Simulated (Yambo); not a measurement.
# GaSb (F-43m) in Yambo: further runs

The runs below take GaSb through G0W0 quasiparticle levels, Hartree-Fock levels, with LDA.

Everything below comes from runs of Yambo 5.3.0. Logs are shortened: lines on timing, memory, paths and dates and some standing lists are left out, and cuts for length are marked.

## Step 1: The structure

Symmetry: F-43m, No. 216, cubic system. Conventional cell: a = 6.118 Å, b = 6.118 Å, c = 6.118 Å, α = 90.00°, β = 90.00°, γ = 90.00°. Sb (site symmetry -43m) has 4 Ga at 2.65 Å as nearest neighbours. Ga (site symmetry -43m) has 4 Sb at 2.65 Å as nearest neighbours.

## Step 2: G0W0 quasiparticle levels, LDA

Input file g0w00.in:

```
gw0
dyson
el_el_corr
rim_cut
HF_and_locXC
ppa
em1d
RandQpts= 1000000
RandGvec= 50 RL
EXXRLvcs= 106 Ry
VXCRLvcs= 106 Ry
Chimod= "HARTREE"
% BndsRnXp
 1 | 142 |
%
NGsBlkXp= 12 Ry
% LongDrXp
 1 | 1 | 1 |
%
PPAPntXp= 27.21138 eV
% GbndRnge
 1 | 142 |
%
GTermKind= "BG"
DysSolver= "n"
ExtendOut
% QPkrange
 1 | 1 | 22 | 25 |
 8 | 8 | 22 | 25 |
%
```

Input file scf.in:

```
&CONTROL
  calculation = 'scf'
  prefix = 'pwscf'
  outdir = './tmp'
  pseudo_dir = './pseudo'
/
&SYSTEM
  ibrav = 0
  nat = 2
  ntyp = 2
  ecutwfc = 106
  nbnd = 31
  occupations = 'smearing'
  smearing = 'fd'
  degauss = 0.00367493
  force_symmorphic = .true.
/
&ELECTRONS
  conv_thr = 4d-10
  electron_maxstep = 120
  mixing_beta = 0.5
/
ATOMIC_SPECIES
Sb   121.7600 Sb.upf
Ga    69.7230 Ga.upf
CELL_PARAMETERS bohr
   0.0000000000    5.7806722152    5.7806722152
   5.7806722152    0.0000000000    5.7806722152
   5.7806722152    5.7806722152    0.0000000000
ATOMIC_POSITIONS bohr
Sb     8.6710083228    8.6710083228    8.6710083228
Ga     0.0000000000    0.0000000000    0.0000000000
K_POINTS automatic
8 8 8 0 0 0
```

Input file nscf.in:

```
&CONTROL
  calculation = 'nscf'
  prefix = 'pwscf'
  outdir = './tmp'
  pseudo_dir = './pseudo'
/
&SYSTEM
  ibrav = 0
  nat = 2
  ntyp = 2
  ecutwfc = 106
  nbnd = 142
  occupations = 'smearing'
  smearing = 'fd'
  degauss = 0.00367493
  force_symmorphic = .true.
/
&ELECTRONS
  conv_thr = 1d-08
  diago_full_acc = .true.
  diago_thr_init = 1d-06
/
ATOMIC_SPECIES
Sb   121.7600 Sb.upf
Ga    69.7230 Ga.upf
CELL_PARAMETERS bohr
   0.0000000000    5.7806722152    5.7806722152
   5.7806722152    0.0000000000    5.7806722152
   5.7806722152    5.7806722152    0.0000000000
ATOMIC_POSITIONS bohr
Sb     8.6710083228    8.6710083228    8.6710083228
Ga     0.0000000000    0.0000000000    0.0000000000
K_POINTS automatic
4 4 4 0 0 0
```

Potentials or basis: PseudoDojo 0.4.1 SR LDA stringent.

Started as:

```bash
> OMP_NUM_THREADS=1 pw.x -in scf.in > scf.out
> OMP_NUM_THREADS=1 pw.x -in nscf.in > nscf.out
> cd tmp/pwscf.save; p2y; mv SAVE ../..; cd ../..
> OMP_NUM_THREADS=1 yambo
> OMP_NUM_THREADS=1 yambo -F g0w00.in -J g0w00 -C g0w00_out
```

Yambo's report:

```text
[... sections 02.01 to 02.04 as in the set-up run ...]

  [02.05] Energies & Occupations
  ==============================

  [X] === General ===
  [X] Electronic Temperature                        :  0.258606E-1   300.100    [eV K]
  [X] Bosonic    Temperature                        :  0.258606E-1   300.100    [eV K]
  [X] Finite Temperature mode                       : yes
  [X] El. density                                   :  0.76857E+24 [cm-3]
  [X] Fermi Level                                   :  9.283574 [eV]

  [X] === Gaps and Widths ===
  [X] Conduction Band Min                           :  9.283574 [eV]
  [X] Valence Band Max                              :  9.283574 [eV]
  [X] Filled Bands                                  :  19
  [X] Metallic Bands                                :  20  23
  [X] Empty Bands                                   :   24  142

  [X] === Metallic Characters ===
  [X] N of el / N of met el                         :  44.00000   5.99994
  [X] Average metallic occ.                         :  0.374996

  [WARNING] [X] Metallic system

 [03] Transferred momenta grid and indexing
 ==========================================

 IBZ Q-points                                      :   8
 BZ  Q-points                                      :   64

 K/Q-points units:
 rlu = crystal or reduced units; cc = cartesian coordinates; iku = interal k-units

 Q [1]          [rlu]:  0.000000  0.000000  0.000000
 Q [2]          [rlu]: -0.23493E-17 -0.23493E-17  0.25000
 Q [3]          [rlu]:  0.46987E-17  0.46987E-17 -0.50000
 Q [4]          [rlu]:  0.81387E-17  0.25000      0.25000
 Q [5]          [rlu]: -0.12951E-18  0.25000      0.50000
 Q [6]          [rlu]:  0.46987E-17  0.25000     -0.25000
 Q [7]          [rlu]: -0.16277E-16 -0.50000     -0.50000
 Q [8]          [rlu]:  0.250000 -0.500000 -0.250000

 [04] Coloumb potential Random Integration (RIM)
 ===============================================

  [04.01] RIM initialization
  ==========================

  * Diagonal components only detected *

  8 x (sBL volume)        :  0.080257 [a.u.]
  sBZ random points       :  1000000
  Points outside the sBZ  :   7999624
  RL volume               :  0.642058 [a.u.]
  Integrated volume       :  0.642089 [a.u.]

  [04.02] RIM integrals
  =====================

  Gamma point sphere radius             :  0.078243 [a.u.]
  Points outside the sphere             :   799635
  [Int_sBZ(q=0) 1/q^2]*(Vol_sBZ)^(-1/3) =:  7.763403
                                 should be <:  7.795600
  [WR./g0w00//ndb.RIM]------------------------------------------------------------
   Brillouin Zone Q/K grids (IBZ/BZ)                :    8   64    8   64
   Coulomb cutoff potential                         : none
   Coulombian RL components                         :   51
   Coulombian diagonal components                   : yes
   RIM random points                                :  1000000
   RIM  RL volume             [a.u.]                :  0.642089
   Real RL volume             [a.u.]                :  0.642058
   Eps^-1 reference component                       : 0
   Eps^-1 components                                :  0.000000  0.000000  0.000000
   RIM anysotropy factor                            :  0.000000

  Summary of Coulomb integrals for non-metallic bands |Q|[au] RIM/Bare

  Q [1] 0.100000E-4 0.995870 * Q [2] 0.235327 1.065375
  Q [4] 0.271732 1.063960 * Q [6] 0.384288 1.025361
  Q [5] 0.450617 1.019334 * Q [3] 0.470654 1.016124
  Q [7] 0.543465 1.013019 * Q [8] 0.607612 1.010118

 [05] Dipoles
 ============

  [05.01] Setup: observables and procedures
  =========================================

  [WF-Oscillators/G space/Transverse up loader] Normalization (few states)  min/max  :  0.69389E-17   1.0000

  [WR./g0w00//ndb.dipoles]--------------------------------------------------------
   Brillouin Zone Q/K grids (IBZ/BZ)                :    8   64    8   64
   RL vectors                                       :   8393 [WF]
   Fragmentation                                    : yes
   Electronic Temperature                           :  300.1000 [K]
   Bosonic    Temperature                           :  300.1000 [K]
   DIP band range                                   :    1  142
   DIP band range limits                            :  23  20
   DIP e/h energy range                             : -1.000000 -1.000000 [eV]
   RL vectors in the sum                            :   8393
   [r,Vnl] included                                 : yes
   Bands ordered                                    : yes
   Direct v evaluation                              : no
   Approach used                                    : G-space v
   Dipoles computed                                 : R V P [G-space]
   Wavefunctions                                    : Slater exchange(X)+Perdew & Wang(C)

 [06] Dynamic Dielectric Matrix (PPA)
 ====================================
[... 39 lines left out ...]

 [07] Local Exchange-Correlation + Non-Local Fock
 ================================================

 [VXC] Plane waves :   7239
 [EXS] Plane waves :   7239

 QP @ state[ 1 ] K range:  1  1
 QP @ state[ 1 ] b range:  22  25
 QP @ state[ 2 ] K range:   8   8
 QP @ state[ 2 ] b range:  22  25

 [xc] Functional : Slater exchange(X)+Perdew & Wang(C)
 [xc] LIBXC used to calculate xc functional
  PP Number of Atomic Species                      :  2
  NLCC RL compoments                               :   57001
  PP Number of Atomic Species                      :  2
  NLCC RL compoments                               :   57001
 [WR./g0w00//ndb.HF_and_locXC]---------------------------------------------------
  Brillouin Zone Q/K grids (IBZ/BZ)                :    8   64    8   64
  RL vectors                                       :   8393 [WF]
  Fragmentation                                    : no
  Electronic Temperature                           :  300.1000 [K]
  Bosonic    Temperature                           :  300.1000 [K]
  Green`s function   wavefunctions                 : Slater exchange(X)+Perdew & Wang(C)
  Total number of QP states                        :   8
  Exchange RL vectors                              :   7239
  Exchange summation bands                         :  23
  RIM RL components                                :   51
  RIM random points                                :  1000000

 [xc] E_xc :  -39.91856 [Ha]
      E_xc :  -79.83712 [Ry]

  Local XC kind (lXC) : Slater exchange(X)+Perdew & Wang(C)
  Non-Local XC kind (nlXC) : Hartree-Fock

  Corrections @ K [1] :  [eV]
 <22|nlXC|22> = -13.63067  0.28035E-17 <22|lXC|22> = -13.49707  0.000000
 <23|nlXC|23> = -13.63065  0.36221E-17 <23|lXC|23> = -13.49707  0.000000
 <24|nlXC|24> = -7.015911 -0.63126E-18 <24|lXC|24> = -11.38893  0.000000
 <25|nlXC|25> = -7.015922 -0.66230E-18 <25|lXC|25> = -11.38893  0.000000

  Corrections @ K [8] :  [eV]
 <22|nlXC|22> = -13.01181 -0.39435E-17 <22|lXC|22> = -11.07887  0.000000
 <23|nlXC|23> = -7.974292  0.29297E-17 <23|lXC|23> = -12.94405  0.18882E-15
 <24|nlXC|24> = -5.972652  0.80161E-19 <24|lXC|24> = -10.40792  0.000000
 <25|nlXC|25> = -6.474130  0.11019E-17 <25|lXC|25> = -11.67985  0.000000

  [07.01] Hartree-Fock occupations report
  =======================================

  [Hartree-Fock] === General ===
  [Hartree-Fock] Electronic Temperature             :  0.258606E-1   300.100    [eV K]
  [Hartree-Fock] Bosonic    Temperature             :  0.258606E-1   300.100    [eV K]
  [Hartree-Fock] Finite Temperature mode            : yes
  [Hartree-Fock] El. density                        :  0.76857E+24 [cm-3]
  [Hartree-Fock] Fermi Level                        :  9.283574 [eV]

  [Hartree-Fock] === Gaps and Widths ===
  [Hartree-Fock] Conduction Band Min                :  9.283574 [eV]
  [Hartree-Fock] Valence Band Max                   :  9.283574 [eV]
  [Hartree-Fock] Filled Bands                       :  19
  [Hartree-Fock] Metallic Bands                     :  20  23
  [Hartree-Fock] Empty Bands                        :   24  142

  [Hartree-Fock] === Metallic Characters ===
  [Hartree-Fock] N of el / N of met el              :  44.00000   5.99994
  [Hartree-Fock] Average metallic occ.              :  0.374996

  [WARNING] [Hartree-Fock] Metallic system

 [08] Dyson equation: Newton solver
 ==================================

 [WARNING] Response block size in GW reduced to 307     RL (6350    mHa)

  [08.01] G0W0 (W PPA)
  ====================

  [  GW  ] Bands range     :    1  142
  [GW/PPA] G damping       :  0.100000 [eV]

  QP @ state[ 1 ] K range:  1  1
  QP @ state[ 1 ] b range:  22  25
  QP @ state[ 2 ] K range:   8   8
  QP @ state[ 2 ] b range:  22  25
[... 19 lines left out ...]
   :: Time ordering fails/rest    :  0.500137
   :: Mean rel dev of PP cond     :  0.263131
   Current Q-pt index             :   6
   :: PP condition fails/total    :  0.258931
   :: Time ordering fails/rest    :  0.500050
   :: Mean rel dev of PP cond     :  0.259013
   Current Q-pt index             :   7
   :: PP condition fails/total    :  0.270263
   :: Time ordering fails/rest    :  0.500167
   :: Mean rel dev of PP cond     :  0.270348
   Current Q-pt index             :   8
   :: PP condition fails/total    :  0.269881
   :: Time ordering fails/rest    :  0.499891
   :: Mean rel dev of PP cond     :  0.269964

  [08.02] QP properties and I/O
  =============================

  Legend (energies in eV)
  - B  : Band       - Eo  : bare energy
  - E  : QP energy  - Z   : Renormalization factor
  - So : Sc(Eo)     - S   : Sc(E)
  - dSp: Sc derivative precision

  - lXC: Local XC (Slater exchange(X)+Perdew & Wang(C))
  -nlXC: non-Local XC (Hartree-Fock)

  QP [eV] @ K [1] (iku):  0.000000  0.000000  0.000000
   B=22 Eo= -0.02 E= -0.26 E-Eo= -0.24 Re(Z)=0.79 Im(Z)=-0.142456E-2 nlXC= -13.6307 lXC= -13.4971 So=-0.167125
   B=23 Eo= -0.02 E= -0.26 E-Eo= -0.25 Re(Z)=0.79 Im(Z)=-0.142448E-2 nlXC= -13.6306 lXC= -13.4971 So=-0.176105
   B=24 Eo=  2.76 E=  2.92 E-Eo=  0.16 Re(Z)=0.79 Im(Z)=-0.153412E-2 nlXC= -7.01591 lXC= -11.3889 So= -4.16707
   B=25 Eo=  2.76 E=  2.92 E-Eo=  0.16 Re(Z)=0.79 Im(Z)=-0.153401E-2 nlXC= -7.01592 lXC= -11.3889 So= -4.16639

  QP [eV] @ K [8] (iku): -0.500000  0.250000  0.000000
   B=22 Eo= -3.15 E= -3.51 E-Eo= -0.37 Re(Z)=0.78 Im(Z)=-0.168734E-2 nlXC= -13.0118 lXC= -11.0789 So=  1.46368
   B=23 Eo=  3.60 E=  3.94 E-Eo=  0.34 Re(Z)=0.78 Im(Z)=-0.150744E-2 nlXC= -7.97429 lXC= -12.9441 So= -4.53787
   B=24 Eo=  4.25 E=  4.29 E-Eo=  0.04 Re(Z)=0.79 Im(Z)=-0.166006E-2 nlXC= -5.97265 lXC= -10.4079 So= -4.38304
   B=25 Eo=  4.34 E=  4.64 E-Eo=  0.30 Re(Z)=0.78 Im(Z)=-0.196144E-2 nlXC= -6.47413 lXC= -11.6798 So= -4.82574

  [WR./g0w00//ndb.QP]-------------------------------------------------------------
   Lattice constants                                :  5.780672  5.780672  5.780672
   Coulomb cutoff potential                         : none
   Electronic Temperature                           :  300.1000 [K]
   Bosonic    Temperature                           :  300.1000 [K]
   Green`s function   energies                      : Slater exchange(X)+Perdew & Wang(C)
   wavefunctions                                    : Slater exchange(X)+Perdew & Wang(C)
   PPA    diel. fun.  energies                      : Slater exchange(X)+Perdew & Wang(C)
   wavefunctions                                    : Slater exchange(X)+Perdew & Wang(C)
   QP tot states                                    :   8
   GW solver                                        : Newton
   GW approximation                                 : PPA
   PPA imaginary Energy                             :  27.21138 ev
   RIM G`s                                          :   51
   RIM random pts                                   :  1000000
   dS/dw steps                                      :  2
   dS/dw step                                       :  0.100000 ev
   X G`s                                            :  307 used
   X G`s                                            :  307 disk
   X bands                                          :    1  142
   X poles                                          :  100.0000 o/o
   X e/h E range                                    : -1.000000 -1.000000 ev
   X Hxc Kernel                                     : HARTREE
   X BZ energy Double Grid                          : no
   X Optical Averaged directions                    : none
   Sc/G bands                                       :    1  142
   Sc/G damping                                     :  0.100000 ev
   Sc bands terminator                              : yes
   Sc terminator kind                               : BG
   Sc Terminator pole                               :  40.81708
   Sx RL components                                 :   7239

   QP @ state[ 1 ] K range                          :  1  1
   QP @ state[ 1 ] b range                          :  22  25
   QP @ state[ 2 ] K range                          :   8   8
   QP @ state[ 2 ] b range                          :  22  25
   GF energies kind                                 : Slater exchange(X)+Perdew & Wang(C)
   GF WF`s kind                                     : Slater exchange(X)+Perdew & Wang(C)
   Xs energies kind                                 : Slater exchange(X)+Perdew & Wang(C)
   Xs WF`s kind                                     : Slater exchange(X)+Perdew & Wang(C)
```

Wall time 19 min (1 thread of Intel Xeon 6975P-C (Granite Rapids), shared host); peak memory 0.75 GiB.

Results:

```
Band gap on the k mesh, mean-field level : none (metal or under the smearing width)
```

Quasiparticle terms (eV):
```csv
k point,band,Kohn-Sham level,Vxc,Σx,Σc,Z,result
"(0.000, 0.000, 0.000)",22,-0.02,-13.50,-13.63,-0.17,0.79,-0.26
"(0.000, 0.000, 0.000)",23,-0.02,-13.50,-13.63,-0.18,0.79,-0.26
"(0.000, 0.000, 0.000)",24,2.76,-11.39,-7.02,-4.17,0.79,2.92
"(0.000, 0.000, 0.000)",25,2.76,-11.39,-7.02,-4.17,0.79,2.92
"(0.250, -0.500, -0.250)",22,-3.15,-11.08,-13.01,1.46,0.78,-3.51
"(0.250, -0.500, -0.250)",23,3.60,-12.94,-7.97,-4.54,0.78,3.94
"(0.250, -0.500, -0.250)",24,4.25,-10.41,-5.97,-4.38,0.79,4.29
"(0.250, -0.500, -0.250)",25,4.34,-11.68,-6.47,-4.83,0.78,4.64
```

Caveat: the k mesh is coarse (spacing up to 0.44 Å⁻¹), so the values aren't converged; the plasmon-pole model is rough for a metal; the ground state has no gap, which makes the many-body step unreliable; this version prints the column dSc/dw multiplied by 27.2; the terminator is approximate in this version, by hundredths of an eV; this crystal is a semiconductor, whose small gap the functional closes, so the metal is an error of the method. The run has no spin-orbit coupling, so splittings on Sb are missing.

(Continued in part 2 of 2.)
